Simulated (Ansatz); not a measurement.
# Bi, a known structure type with other elements, at an estimated volume

```xyz
2
Lattice="1.9221 3.3292 0.0000 -1.9221 3.3292 0.0000 0.0000 0.0000 6.0398" Properties=species:S:1:pos:R:3 pbc="T T T"
Bi    0.0000    2.2194    1.5099
Bi    0.0000    4.4389    4.5298
```

Method: PBE, no spin polarisation; PAW, plane waves to 420 eV, 10×10×6 Γ-centred mesh, gaussian occupations (width 0.0404 eV) (Ansatz 0.2.0), atoms fixed.

**Question.** What do density and ELF say about some of the short contacts?

**Answer.** Bi–Bi at 3.75 Å: least valence density 0.10 e/Å³ and ELF 0.24 there. Both are smooth PAW fields, read partly inside the augmentation spheres.

**Question.** Is the cell too large or too small?

**Answer.** The pressure is -6.6 GPa (compression positive), so with the atoms held at these fractions the cell would first shrink. The principal stresses -7.2, -7.2, -5.4 GPa differ, so its shape would change too.

**Question.** Metal or insulator?

**Answer.** It is a metal, with about 1.7 states/eV a cell as the mean within 0.25 eV of the Fermi level, mostly Bi p (96 %).

Origin: a known structure type with other elements, at an estimated volume, so it need not be a known compound.
